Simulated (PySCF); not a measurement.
C4H6O.
Atom-mapped SMILES: `[CH2:1]=[CH:2][C:3]([CH3:4])=[O:5]` (hydrogens: H6, H7 on C1; H8 on C2; H9, H10, H11 on C4)

Cartesian coordinates in Å at the PBE0-D3(BJ)/def2-SVP level; atoms count from 1:
```
atom  x, y, z in Å
C1     1.4743   -0.7653   -0.3941
C2     1.0618    0.4458   -0.0076
C3    -0.3483    0.8356    0.2610
C4    -1.4324   -0.2046    0.1172
O5    -0.6019    1.9751    0.5867
H6     0.7795   -1.5964   -0.5454
H7     2.5319   -0.9732   -0.5764
H8     1.7737    1.2648    0.1368
H9    -2.3957    0.2535    0.3711
H10   -1.2471   -1.0634    0.7805
H11   -1.4713   -0.5888   -0.9140
```

Theory: core-valence-separated Tamm–Dancoff BHandHLYP/aug-pcX-1 (pcseg-1 on H) in PySCF, non-relativistic, gas phase, PBE0-D3(BJ)/def2-SVP geometry. The energies are unshifted.

(1) List the carbon K-edge absorption lines.

(2) List the oxygen K-edge absorption lines.

Answers

(1) 
```json
{"E (eV)": "282.00", "f": "0.0609", "core hole on": "C1", "main final orbital": "LUMO (80 %)", "polarisation": "normal to the local trigonal plane"}
{"E (eV)": "282.24", "f": "0.0457", "core hole on": "C2", "main final orbital": "LUMO (81 %)", "polarisation": "normal to the local trigonal plane"}
{"E (eV)": "283.32", "f": "0.0736", "core hole on": "C3", "main final orbital": "LUMO (69 %)", "polarisation": "normal to the local trigonal plane"}
{"E (eV)": "284.25", "f": "0.0003", "core hole on": "C4", "main final orbital": "LUMO (92 %)", "polarisation": "–"}
{"E (eV)": "285.65", "f": "0.0086", "core hole on": "C4", "main final orbital": "LUMO+1 (58 %)", "polarisation": "–"}
{"E (eV)": "286.12", "f": "0.0206", "core hole on": "C2", "main final orbital": "LUMO+7 (56 %)", "polarisation": "normal to the local trigonal plane"}
{"E (eV)": "286.28", "f": "0.0105", "core hole on": "C1", "main final orbital": "LUMO+1 (62 %)", "polarisation": "in the local trigonal plane"}
{"E (eV)": "286.39", "f": "0.0165", "core hole on": "C2", "main final orbital": "LUMO+3 (48 %)", "polarisation": "in the local trigonal plane"}
{"E (eV)": "286.50", "f": "0.0354", "core hole on": "C4", "main final orbital": "LUMO+4 (56 %)", "polarisation": "–"}
{"E (eV)": "286.56", "f": "0.0309", "core hole on": "C4", "main final orbital": "LUMO+6 (35 %)", "polarisation": "–"}
{"E (eV)": "286.70", "f": "0.0285", "core hole on": "C1", "main final orbital": "spread", "polarisation": "in the local trigonal plane"}
{"E (eV)": "287.12", "f": "0.0045", "core hole on": "C2", "main final orbital": "LUMO+1 (77 %)", "polarisation": "in the local trigonal plane"}
{"E (eV)": "287.25", "f": "0.0009", "core hole on": "C4", "main final orbital": "LUMO+5 (42 %)", "polarisation": "–"}
{"E (eV)": "287.43", "f": "0.0005", "core hole on": "C4", "main final orbital": "LUMO+7 (54 %)", "polarisation": "–"}
{"E (eV)": "287.46", "f": "0.0027", "core hole on": "C4", "main final orbital": "LUMO+2 (48 %)", "polarisation": "–"}
{"E (eV)": "287.63", "f": "0.0000", "core hole on": "C2", "main final orbital": "LUMO+2 (46 %)", "polarisation": "–"}
{"E (eV)": "287.72", "f": "0.0082", "core hole on": "C4", "main final orbital": "LUMO+3 (64 %)", "polarisation": "–"}
{"E (eV)": "287.76", "f": "0.0076", "core hole on": "C1", "main final orbital": "LUMO+4 (59 %)", "polarisation": "normal to the local trigonal plane"}
```

The first line with a tenth or more of the strongest one's intensity is at 282.00 eV (f = 0.061), with the hole on C1 (terminal =CH2 carbon), polarised normal to the local trigonal plane: a 1s→π* resonance. The strongest listed is at 283.32 eV (f = 0.074; C3, 1s→π*).

(2) 
```
E (eV)       f  core hole on                 main final orbital                        polarisation
528.08  0.0491            O5                        LUMO (76 %)  normal to the local trigonal plane
533.77  0.0005            O5                      LUMO+3 (31 %)                                   –
534.32  0.0046            O5  LUMO+1/LUMO+7 (2 roots, f summed)                               mixed
534.55  0.0001            O5                      LUMO+1 (41 %)                                   –
534.86  0.0013            O5                      LUMO+4 (82 %)  normal to the local trigonal plane
535.11  0.0004            O5                      LUMO+5 (49 %)                                   –
```

The first line with a tenth or more of the strongest one's intensity is at 528.08 eV (f = 0.049), with the hole on O5 (ketone oxygen), polarised normal to the local trigonal plane: a 1s→π* resonance. It is also the strongest listed.

Roots within 0.03 eV whose holes lie on the same, on equivalent or on shared atoms are summed into one line, and the highest roots are left out, as the search may have cut off their partners. Final orbitals are the ground state's empty Kohn–Sham orbitals. A dash: too weak, shared between unlike atoms, or no plane or axis to refer to.

**Question.** What are the wavelength and the wavenumber of the 286.70 eV line?

**Answer.** λ = 12398.42 eV Å/286.70 eV = 43.245 Å; 2.3124 × 10⁶ cm⁻¹.

Only the lowest roots of each edge were sought.

One conformer stands for the species.
